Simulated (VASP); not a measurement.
Crystal: GaAs.

```
Ga As
1.0
     0.00000    5.65370    5.65370
     5.65370    0.00000    5.65370
     5.65370    5.65370    0.00000
Ga As
8 8
Direct
  0.00000 0.00000 0.00000
  0.00000 0.00000 0.50000
  0.00000 0.50000 0.00000
  0.00000 0.50000 0.50000
  0.50000 0.00000 0.00000
  0.50000 0.00000 0.50000
  0.50000 0.50000 0.00000
  0.50000 0.50000 0.50000
  0.12500 0.12500 0.12500
  0.12500 0.12500 0.62500
  0.12500 0.62500 0.12500
  0.12500 0.62500 0.62500
  0.62500 0.12500 0.12500
  0.62500 0.12500 0.62500
  0.62500 0.62500 0.12500
  0.62500 0.62500 0.62500
```

| Item | Value |
| --- | --- |
| Program | VASP 6.6.1 |
| Task | phonon dispersion |
| Functional | PBE |
| Potentials or basis | VASP PAW PBE potentials, release 64 (Ga_d, As) |
| Cutoff | 520 eV |
| k mesh | 3 × 3 × 3 |
| Occupations | gaussian, width 0.03 eV |
| Spin | no spin polarisation |
| Long-range dipole term | yes |
| Supercell matrix | [2, 0, 0, 0, 2, 0, 0, 0, 2] |
| Further INCAR settings | LREAL = Auto; ALGO = Normal; EDIFF = 1e-07; IBRION = 6; POTIM = 0.015; NSW = 1 |

Problem. Is this structure dynamically stable at this level, and how far does the spectrum reach?

Solution. Yes, as far as this q mesh shows: no mode on the path is imaginary. The highest frequency is 279 cm⁻¹.

Phonon frequencies at the corners of the path (cm⁻¹, interpolated; i marks imaginary ones):
```
point             frequencies
    Γ       0 0 0 266 266 279
    X   59 59 215 235 251 251
    W  82 104 203 207 255 262
    K  54 109 200 218 253 262
    L   40 40 200 236 259 259
    U  54 109 200 218 253 262
```

A q mesh this small can miss soft modes between its points.
